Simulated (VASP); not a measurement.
Sn:

```
CELL_PARAMETERS angstrom
-1.89465 1.89465 1.89465
1.89465 -1.89465 1.89465
1.89465 1.89465 -1.89465
ATOMIC_POSITIONS crystal
Sn 0.00000 0.00000 0.00000
```

This isn't the form of Sn at room conditions, which is tetragonal (white tin).

| Property | Result |
| --- | --- |
| Program | VASP 6.6.1 |
| Task | relaxation of cell and atoms |
| Functional | LDA |
| Potentials or basis | VASP PAW LDA potentials, release 64 (Sn_d) |
| Cutoff | 600 eV |
| k mesh | 7 × 7 × 7 |
| Occupations | fermi-dirac, width 0.05 eV |
| Spin | no spin polarisation |

At the start: pressure -3.0 GPa; volume 27.20 Å³/atom.

How do energy, volume and symmetry change on relaxing?

Over 3 steps the energy falls by 15.5 meV/atom and the volume is 25.68 Å³/atom (-5.6 %); space group Im-3m (No. 229, to 0.05 Å).

Step by step:
```
step  energy change (eV)  largest force (eV/Å)  pressure (GPa)  volume (Å³)
   1              0.0000                0.0000           -3.04        27.20
   2             -0.0137                0.0000            1.12        25.22
   3             -0.0155                0.0000            0.01        25.68
```

Final structure:
```
Sn
1.0
    -1.85846    1.85846    1.85846
     1.85846   -1.85846    1.85846
     1.85846    1.85846   -1.85846
Sn
1
Direct
  0.00000 0.00000 0.00000
```
